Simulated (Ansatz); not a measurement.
Ansatz input file:

```yaml
crystal:
  lattice:
    - [4.031470702, 0.0, 0.0]
    - [-2.015735351, 3.4913560425, 0.0]
    - [0.0, 0.0, 6.6234259051]
  atoms:
    - { symbol: Ca, position: [0.3333333333, 0.6666666667, 0.25] }
    - { symbol: Ca, position: [0.6666666667, 0.3333333333, 0.75] }
basis:
  ecutwfc: 420
kpoints:
  mp_grid: { grid: [12, 12, 8] }
hamiltonian:
  xc: pbe
scf:
  occupations: { method: gaussian, width: 0.1 }
output:
  forces: true
  stress: true
  eigenvalues: true
relax:
  adjacent_minimum: "off"
  f_tol: 0.01
  max_steps: 30
  cell: { stress_tol: 0.1, fix: [volume] }
```

Run as
```bash
ansatz run input.yaml --threads 1 --pin off --max-ram 2560MiB --backend cpu --events-out ev --progress --plain --runs-dir out
```

These are results of DFT PBE, scalar-relativistic, plane waves, PAW (Ansatz), not measurements.

From the run's log, abridged:

```
Pseudopotentials: kind: paw
Pseudopotential: Ca, paw, valence charge 10, recommended cutoff 420 eV (normal)
Functional definition: PBE
Crystal: 2 atoms, lattice volume = 93.227 Å³
Basis set: ecut = 420 eV, 1811 PW (Γ), exchange–correlation on 54×54×90 points (8 copies of the dense FFT grid, shifted against one another)
Bands: 14, of which v1, the nominal top of the filled ones, is band 10 counted from 1 (9 counted from 0)
Symmetry: 24 space group operations
Space group: P63/mmc (ITA 194), of the structure as read, at distance tolerance 4.5e-5 Å
k-points: 95 of 1152
Initial density: superposition of atomic densities (neutral atoms: chi_scale 0, normalization atom), corrected by the library's trained network
Initial wavefunctions: pseudopotential atomic-orbital guess
Functional: x = pbe(κ = 0.804, μ = 0.21951497), c = pbe(β = 0.06672455)
SCF iter   1: F=—  HF=-3633.678681 eV  |F-HF|=—  |Δ(HF+E_count)|=         —  Δρ=1.32e-3  dr2=3.73e-3  ethr=1.77e-3  ⟨swp⟩=7.3  Hψ=8813  notcnv=0
SCF iter   2: F=—  HF=-3633.679073 eV  |F-HF|=—  |Δ(HF+E_count)|=   3.92e-4  Δρ=8.74e-4  dr2=1.73e-3  ethr=1.87e-5  ⟨swp⟩=1.3  Hψ=2148  notcnv=0
SCF iter   3: F=—  HF=-3633.678837 eV  |F-HF|=—  |Δ(HF+E_count)|=   2.36e-4  Δρ=2.04e-4  dr2=9.92e-5  ethr=8.65e-6  ⟨swp⟩=1.1  Hψ=1336  notcnv=0
SCF iter   4: F=—  HF=-3633.678828 eV  |F-HF|=—  |Δ(HF+E_count)|=   9.06e-6  Δρ=4.83e-5  dr2=1.34e-6  ethr=4.96e-7  ⟨swp⟩=1.8  Hψ=1429  notcnv=0
SCF iter   5: F=—  HF=-3633.678831 eV  |F-HF|=—  |Δ(HF+E_count)|=   2.19e-6  Δρ=9.28e-6  dr2=1.40e-7  ethr=6.68e-9  ⟨swp⟩=3.0  Hψ=2307  notcnv=0
SCF iter   6: F=-3633.678831 eV  HF=-3633.678831 eV  |F-HF|=2.78e-9  |Δ(HF+E_count)|=   1.49e-8  Δρ=2.28e-6  dr2=8.24e-9  ethr=5.00e-10  ⟨swp⟩=5.2  Hψ=5769  notcnv=0
SCF 1 converged in 6 iterations: F = -3633.678831 eV  dr2 = 8.24e-9
relax step   1: F+E_penalty+E_count = -3633.67883055 eV  Δ(F+E_penalty+E_count) = +0.000e0 eV  max|allowed force component| = 9.252e-18 eV/Å  Δτ_max = 0.0000 Å  P = -1.409 GPa  Ω = 93.227 Å³  fix = [volume]  reactions: volume -1.409 GPa (6 SCF iters, dr2 threshold 1.00e-7 eV, accepted)
Initial density: handed on by an earlier stage of this run
Initial wavefunctions: pseudopotential atomic-orbital guess (no wavefunctions were taken with the density)
SCF iter   1: F=—  HF=-3633.678827 eV  |F-HF|=—  |Δ(HF+E_count)|=         —  Δρ=2.40e-6  dr2=8.51e-9  ethr=9.98e-8  ⟨swp⟩=3.2  Hψ=12658  notcnv=0
SCF iter   2: F=—  HF=-3633.678831 eV  |F-HF|=—  |Δ(HF+E_count)|=   3.91e-6  Δρ=1.50e-6  dr2=3.92e-9  ethr=4.26e-11  ⟨swp⟩=2.1  Hψ=2303  notcnv=0
SCF iter   3: F=—  HF=-3633.678831 eV  |F-HF|=—  |Δ(HF+E_count)|=  5.28e-10  Δρ=4.86e-7  dr2=1.71e-10  ethr=1.96e-11  ⟨swp⟩=2.9  Hψ=2196  notcnv=0
SCF iter   4: F=-3633.678831 eV  HF=-3633.678831 eV  |F-HF|=0.00e0  |Δ(HF+E_count)|=  2.00e-11  Δρ=1.91e-7  dr2=2.72e-11  ethr=1.00e-12  ⟨swp⟩=3.9  Hψ=4301  notcnv=0
SCF 2 converged in 4 iterations: F = -3633.678831 eV  dr2 = 2.72e-11
SCF converged after 4 iterations
Free energy (F): -3633.678831 eV
Harris-Foulkes:  -3633.678831 eV  (|F-HF|=0.00e0)
Internal energy: -3633.666996 eV  (E = F + TS)
E sigma→0 (E₀):  -3633.672913 eV
Entropy (-TS):   -0.011835 eV (-5.918 meV/atom)
Fermi energy:    4.337787 eV
--- Per-component energies (eV) ---
  E_band       = -367.116277
  E_kinetic    = 549.124736
  E_local      = -1757.025147  (includes V_loc(G=0)·N_el)
  E_nonlocal   = 127.060654
  E_hartree    = 590.106075
  E_xc         = -270.968441
  E_vxc        = -337.666606  (∫ρ·V_xc dr)
  E_paw        = -1716.376832  (= ΣΔE_a)
  E_vpaw       = -128.822011  (= ΣTr[D̂ρ^β])
  E_aug_tail   = -0.000012  (compensation charges beyond the density's cutoff)
  E_ewald      = -1155.588030
  E_smearing   = -0.011835  (= −TS)
--- Forces (eV/Å), atoms counted from 1 ---
  atom   1  Ca     0.00000000     0.00000000     0.00000000
  atom   2  Ca     0.00000000     0.00000000     0.00000000
--- Stress (GPa, compression-positive) ---
       -1.376703       0.000000       0.000000
        0.000000      -1.376703       0.000000
        0.000000       0.000000      -1.474688
  P = ⅓ Tr σ = -1.4094 GPa (-14.094 kbar)
--- Band table (eV; the first three rows and the last of 95) ---
  k-point 0: bands = ["-37.9694", "-37.9613", "-18.9843", "-18.9092", "-18.9092", "-18.8962", "-18.8962", "-18.8914", "0.4372", "3.3076", "4.0397", "6.4464", "6.4770", "6.4770"]
  k-point 1: bands = ["-37.9691", "-37.9616", "-18.9808", "-18.9087", "-18.9087", "-18.8967", "-18.8967", "-18.8950", "0.4983", "2.9612", "4.3528", "6.3892", "6.4593", "6.4593"]
  k-point 2: bands = ["-37.9683", "-37.9625", "-18.9709", "-18.9073", "-18.9073", "-18.9052", "-18.8982", "-18.8982", "0.6794", "2.4047", "4.8214", "6.2238", "6.4324", "6.4324"]
  k-point 94: bands = ["-37.9590", "-37.9590", "-18.9702", "-18.9702", "-18.9539", "-18.9539", "-18.9112", "-18.9112", "4.4796", "4.4796", "4.6424", "4.6424", "4.7800", "4.7800"]
--- Relaxed structure (1 steps of the walk, 1 accepted, 1 SCFs on fresh bases) ---
  F+E_penalty+E_count = -3633.67883055 eV   max|allowed force component| = 9.252e-18 eV/Å   (the final SCF, on the basis selected at the relaxed cell)
  cell:  # Å, volume = 93.2267 Å³
    - [4.03147070, 0.0, 0.0]
    - [-2.01573535, 3.49135604, 0.0]
    - [0.0, 0.0, 6.6234259051]
  atoms:
    - { symbol: Ca, position: [0.33333333, 0.66666666, 0.25] }
    - { symbol: Ca, position: [0.66666666, 0.33333333, 0.75] }
```

The relaxation met its thresholds.

Time: 12 s on 1 thread of Arm Neoverse V2 (shared host), peak memory 0.39 GiB.